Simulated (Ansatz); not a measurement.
Consider the formal hydrolysis of a C–B bond: `BC(C)(C)C` + H₂O → `CC(C)(C)O` + BH₃.

Program: Ansatz. Geometries: PBE0-D4/def2-TZVP. ΔE: electronic, gas phase. CBS: MP2 limit from def2 TZ/QZ plus the TZ coupled-cluster correction, frozen cores. This one scheme is used for every species. Functionals use def2-TZVPP. HSE06 is defined as in plane-wave codes. One conformer a species, not always the lowest.

```tsv
level	ΔE (eV)
LDA (SPW92)	0.67
r2SCANh-D4	0.59
BHLYP-D4	0.51
HSE06	0.61
```

Task: What does CCSD(T)/CBS give? (An estimate is asked.)

Result: Ansatz gave: +0.62 eV. The listed levels differ from it by 0.05, -0.03, -0.11, -0.01 eV.

Largest T1 diagnostic among the species: 0.009.

Leaving LDA and LC-ωPBE aside and taking each functional with its dispersion term where it has one, the values, not all of them listed here, spread over 0.15 eV, from CAM-B3LYP-D4 to revPBE-D4. LDA lies +0.04 eV from PBE without D4. At CCSD(T), def2-SVP lies −0.22 eV from the extrapolated value and def2-TZVPP −0.04 eV.

CCSD(T)/CBS has its own doubt, a few kJ/mol and more with outer-core shells, so smaller differences from it don't rank the levels.
